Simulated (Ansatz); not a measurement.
# F: energies, forces and stress near the listed structure

Aim: see how energy, forces, stress and gap of F answer to moves of single atoms, further strains and shifts, distortions that keep the symmetry, other functionals. Nothing is relaxed unless a step says so.

Program: Ansatz 0.2.0. Level of theory: DFT PBE, scalar-relativistic, plane waves, PAW. These are calculated values, not measurements.

1 further run of the same task is left out (set aside as unsound or not needed).

### 1 The system as given

Symmetry: C2/c, No. 15, monoclinic system. The conventional cell has a = 5.500 Å, b = 3.280 Å, c = 7.280 Å, α = 90.00°, β = 102.17°, γ = 90.00°. Around F (site symmetry 1) lie 1 F at 1.49 Å.

As a file:

```cif
data_structure
_symmetry_space_group_name_H-M 'P 1'
_symmetry_Int_Tables_number 1
_cell_length_a 3.2019
_cell_length_b 3.2019
_cell_length_c 7.2800
_cell_angle_alpha 100.432
_cell_angle_beta 100.432
_cell_angle_gamma 61.621
_cell_volume 64.19
loop_
_atom_site_label
_atom_site_type_symbol
_atom_site_fract_x
_atom_site_fract_y
_atom_site_fract_z
_atom_site_occupancy
F1 F 0.96800 0.60200 0.09970 1
F2 F 0.39800 0.03200 0.40030 1
F3 F 0.03200 0.39800 0.90030 1
F4 F 0.60200 0.96800 0.59970 1
```

The structure comes from the Crystallography Open Database.

### 2 A change within the space group

The change: strain xx, yy, zz, yz, xz, xy = +4.6, +4.3, +1.4, +0.0, -0.3, +0.0 %; atoms moved by 0.25 Å root mean square, at most 0.25 Å.

input.yaml reads:

```yaml
crystal:
  lattice:
    - [2.87639, -1.7105036, -0.0074525]
    - [2.87639, 1.7105036, -0.0074525]
    - [-1.6245411481, 0.0, 7.2235944184]
  atoms:
    - { symbol: F, position: [1.0508136344, 0.5918226207, 0.1100720004] }
    - { symbol: F, position: [0.4081773793, -0.0508136344, 0.3899279996] }
    - { symbol: F, position: [-0.0508136344, 0.4081773793, 0.8899279996] }
    - { symbol: F, position: [0.5918226207, 1.0508136344, 0.6100720004] }
basis:
  ecutwfc: 420
kpoints:
  mp_grid: { grid: [10, 10, 4] }
hamiltonian:
  xc: pbe
scf:
  occupations: { method: gaussian, width: 0.02 }
output:
  forces: true
  stress: true
  eigenvalues: true
```

On the command line:

```
$ ansatz run input.yaml --threads 1 --pin off --max-ram 1331MiB --backend cpu --events-out ev --progress --plain --runs-dir out
```

### 3 Another functional, on a distorted cell: PBEsol

input.yaml reads:

```yaml
crystal:
  lattice:
    - [2.958065, -1.7041076, -0.165]
    - [2.958065, 1.7041076, -0.165]
    - [-2.0778203152, 0.0, 7.1357436942]
  atoms:
    - { symbol: F, position: [0.9451618006, 0.6204813374, 0.089380419] }
    - { symbol: F, position: [0.3795186626, 0.0548381994, 0.410619581] }
    - { symbol: F, position: [0.0548381994, 0.3795186626, 0.910619581] }
    - { symbol: F, position: [0.6204813374, 0.9451618006, 0.589380419] }
basis:
  ecutwfc: 420
kpoints:
  mp_grid: { grid: [10, 10, 4] }
hamiltonian:
  xc: pbesol
scf:
  occupations: { method: gaussian, width: 0.02 }
output:
  forces: true
  stress: true
  eigenvalues: true
  populations: true
```

### 4 A distortion of lower symmetry

input.yaml reads:

```yaml
crystal:
  lattice:
    - [2.6662075, -1.6357688, 0.055]
    - [2.6662075, 1.6357688, 0.055]
    - [-1.3456292816, 0.0, 6.914190601]
  atoms:
    - { symbol: F, position: [0.9709468846, 0.5936106901, 0.0900683795] }
    - { symbol: F, position: [0.4316000775, 0.0038423477, 0.4099316205] }
    - { symbol: F, position: [0.0038423477, 0.4316000775, 0.9099316205] }
    - { symbol: F, position: [0.5936106901, 0.9709468846, 0.5900683795] }
basis:
  ecutwfc: 420
kpoints:
  mp_grid: { grid: [10, 10, 4] }
hamiltonian:
  xc: pbe
scf:
  occupations: { method: gaussian, width: 0.02 }
output:
  forces: true
  stress: true
  eigenvalues: true
```

### 5 A change within a subgroup

input.yaml reads:

```yaml
crystal:
  lattice:
    - [2.82271, -1.645576, -0.01914]
    - [2.82271, 1.645576, -0.01914]
    - [-1.6248280712, 0.0, 7.4143603155]
  atoms:
    - { symbol: F, position: [0.9671029177, 0.5876699813, 0.0940916143] }
    - { symbol: F, position: [0.4123300187, 0.0328970823, 0.4059083857] }
    - { symbol: F, position: [0.0253278682, 0.4047608046, 0.9178603058] }
    - { symbol: F, position: [0.5952391954, 0.9746721318, 0.5821396942] }
basis:
  ecutwfc: 420
kpoints:
  mp_grid: { grid: [10, 10, 4] }
hamiltonian:
  xc: pbe
scf:
  occupations: { method: gaussian, width: 0.02 }
output:
  forces: true
  stress: true
  eigenvalues: true
```

### 6 A distortion of lower symmetry

input.yaml reads:

```yaml
crystal:
  lattice:
    - [2.6128025, -1.575794, 0.11]
    - [2.6128025, 1.575794, 0.11]
    - [-1.1734972192, 0.0, 7.007321387]
  atoms:
    - { symbol: F, position: [0.9517154889, 0.6190727392, 0.0966542549] }
    - { symbol: F, position: [0.3804294407, 0.0487823312, 0.4033457451] }
    - { symbol: F, position: [0.0487823312, 0.3804294407, 0.9033457451] }
    - { symbol: F, position: [0.6190727392, 0.9517154889, 0.5966542549] }
basis:
  ecutwfc: 420
kpoints:
  mp_grid: { grid: [10, 10, 4] }
hamiltonian:
  xc: pbe
scf:
  occupations: { method: gaussian, width: 0.02 }
output:
  forces: true
  stress: true
  eigenvalues: true
```

### 7 A single atom displaced

input.yaml reads:

```yaml
crystal:
  lattice:
    - [2.75, -1.64, 0.0]
    - [2.75, 1.64, 0.0]
    - [-1.53472, 0.0, 7.11639]
  atoms:
    - { symbol: F, position: [0.9752718419, 0.5859669639, 0.0994372263] }
    - { symbol: F, position: [0.398, 0.032, 0.4003] }
    - { symbol: F, position: [0.032, 0.398, 0.9003] }
    - { symbol: F, position: [0.602, 0.968, 0.5997] }
basis:
  ecutwfc: 420
kpoints:
  mp_grid: { grid: [10, 10, 4] }
hamiltonian:
  xc: pbe
scf:
  occupations: { method: gaussian, width: 0.02 }
output:
  forces: true
  stress: true
  eigenvalues: true
```

### 8 A distortion that keeps the symmetry

input.yaml reads:

```yaml
crystal:
  lattice:
    - [2.6521275, -1.5512596, 0.0729025]
    - [2.6521275, 1.5512596, 0.0729025]
    - [-1.2914438163, 0.0, 7.1835178813]
  atoms:
    - { symbol: F, position: [0.968623867, 0.5952538245, 0.1069622457] }
    - { symbol: F, position: [0.4047461755, 0.031376133, 0.3930377543] }
    - { symbol: F, position: [0.031376133, 0.4047461755, 0.8930377543] }
    - { symbol: F, position: [0.5952538245, 0.968623867, 0.6069622457] }
basis:
  ecutwfc: 420
kpoints:
  mp_grid: { grid: [10, 10, 4] }
hamiltonian:
  xc: pbe
scf:
  occupations: { method: gaussian, width: 0.02 }
output:
  forces: true
  stress: true
  eigenvalues: true
  populations: true
```

### 9 Another functional, on a distorted cell: r2SCAN

input.yaml reads:

```yaml
crystal:
  lattice:
    - [2.9071075, -1.6940708, 0.00165]
    - [2.9071075, 1.6940708, 0.00165]
    - [-1.6181287196, 0.0, 7.2669771111]
  atoms:
    - { symbol: F, position: [0.9645498198, 0.5824936659, 0.0876863693] }
    - { symbol: F, position: [0.4175063341, 0.0354501802, 0.4123136307] }
    - { symbol: F, position: [0.0354501802, 0.4175063341, 0.9123136307] }
    - { symbol: F, position: [0.5824936659, 0.9645498198, 0.5876863693] }
basis:
  ecutwfc: 500
kpoints:
  mp_grid: { grid: [10, 10, 4] }
hamiltonian:
  xc: r2scan
scf:
  occupations: { method: gaussian, width: 0.02 }
output:
  forces: true
  stress: true
  eigenvalues: true
```

What does the calculation give? Wanted: for each run, case; energy; pressure; largest force.

**Answer**, as computed:

| step | case | energy (meV/atom) | pressure (GPa) | largest force (eV/Å) | gap on the mesh (eV) |
| --- | --- | --- | --- | --- | --- |
| 2 | a change within the space group | +0.0 | -9.5 | 3.76 | 0.61 |
| 3 | another functional, on a distorted cell: PBEsol | n/a | 1.0 | 0.41 | 3.20 |
| 4 | a distortion of lower symmetry | -147.8 | 14.8 | 5.96 | 4.35 |
| 5 | a change within a subgroup | -289.2 | 4.7 | 2.06 | 3.47 |
| 6 | a distortion of lower symmetry | -271.6 | -3.0 | 1.66 | 2.05 |
| 7 | a single atom displaced | -280.2 | -3.7 | 1.92 | 2.03 |
| 8 | a distortion that keeps the symmetry | -116.8 | -8.7 | 3.29 | 0.95 |
| 9 | another functional, on a distorted cell: r2SCAN | n/a | 5.3 | 2.89 | 4.89 |

Energies are counted from step 2, with the smearing taken to zero. Other atoms or functionals have another zero of energy (n/a). 

In words: Among the distorted cells of the listed formula and level the largest force, 5.96 eV/Å, comes in step 4, shared by 4 atoms. Among the distorted cells of the listed formula and level the gap runs from 0.61 eV to 4.35 eV.

These are semilocal Kohn-Sham gaps, which aren't the measured quantity. Such gaps usually fall short of the measured ones.
